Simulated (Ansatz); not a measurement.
Al:

```xyz
1
Lattice="0.0000 2.0248 2.0248 2.0248 0.0000 2.0248 2.0248 2.0248 0.0000" Properties=species:S:1:pos:R:3 pbc="T T T"
Al    0.0000    0.0000    0.0000
```

Base run:

| Quantity | Value |
| --- | --- |
| Program | Ansatz 0.2.0 |
| Functional | PBEsol |
| Potentials or basis | Ansatz PAW |
| Cutoff | 420 eV (not typed: the program's choice for these potentials) |
| k mesh | 11 × 11 × 11 |
| Occupations | fermi-dirac, width 0.05 eV |
| Spin | no spin polarisation |

Its results: band gap on the k mesh none (metal or under the smearing width); pressure -1.9 GPa.

Task: The run is repeated on the same cell with these changes: functional from PBEsol to RPBE. What comes out?

Result: Band gap on the k mesh none (metal or under the smearing width); pressure 1.0 GPa.

RPBE binds less tightly than PBEsol, so the same cell stands under more pressure.

Caveats: the PAW data sets come from PBE, with cores solved anew for the run's functional, which leaves a small shift of forces and pressure.
